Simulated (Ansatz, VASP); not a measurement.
**CdS in VASP and in Ansatz**

INCAR

```
  PREC = Accurate
  ENCUT = 520
  EDIFF = 1E-6
  ISMEAR = 0
  SIGMA = 0.15
  LREAL = F
  LASPH = T
  NELM = 100
  ALGO = Fast
  ISIF = 2
  LWAVE = F
  LCHARG = F
  GGA = CA
  NBANDS = 16
```

The input KPOINTS:

```
regular mesh
0
Gamma
  16 16 16
```

The input POSCAR:

```
CdS
1.0
    0.0000000000      2.6706466800      2.8358413200
    2.6706466800      0.0000000000      2.8358413200
    2.6706466800      2.6706466800      0.0000000000
Cd S
1 1
Direct
    0.0000000000      0.0000000000      0.0000000000
    0.5000000000      0.5000000000      0.5000000000
```

Input for Ansatz:

```yaml
crystal:
  lattice:
    - [0.0, 2.67064668, 2.83584132]
    - [2.67064668, 0.0, 2.83584132]
    - [2.67064668, 2.67064668, 0.0]
  atoms:
    - { symbol: Cd, position: [0.0, 0.0, 0.0] }
    - { symbol: S, position: [0.5, 0.5, 0.5] }
basis:
  ecutwfc: 420
kpoints:
  mp_grid: { grid: [16, 16, 16] }
hamiltonian:
  xc: lda
scf:
  occupations: { method: gaussian, width: 0.15 }
output:
  forces: true
  stress: true
  eigenvalues: true
```

Change from the starting cell: strain -0.030 along x and y, +0.030 along z, atoms carried along.

Alike in both runs: task single point; functional LDA; k mesh 16 × 16 × 16; occupations gaussian, width 0.15 eV; no spin polarisation.

|  | VASP | Ansatz |
| --- | --- | --- |
| version | VASP 6.6.1 | Ansatz 0.2.0 |
| potentials or method | VASP PAW LDA potentials, release 64 (Cd, S) | scalar-relativistic, plane waves, PAW |
| plane-wave cutoff (eV) | 520 | 420 |
| valence electrons in the cell | 18 | 26 |

|  | VASP | Ansatz | Ansatz less VASP |
| --- | --- | --- | --- |
| gap on the k mesh at the Fermi level (eV) | none | none | - |
| pressure (GPa) | -3.8 | -4.4 | -0.58 |
| largest component of the traceless stress (GPa) | 2.57 | 2.37 | -0.196 |

A gap of «none» marks a metal or a gap that the smearing closes. The two sets of potentials don't hold the same shells in valence.
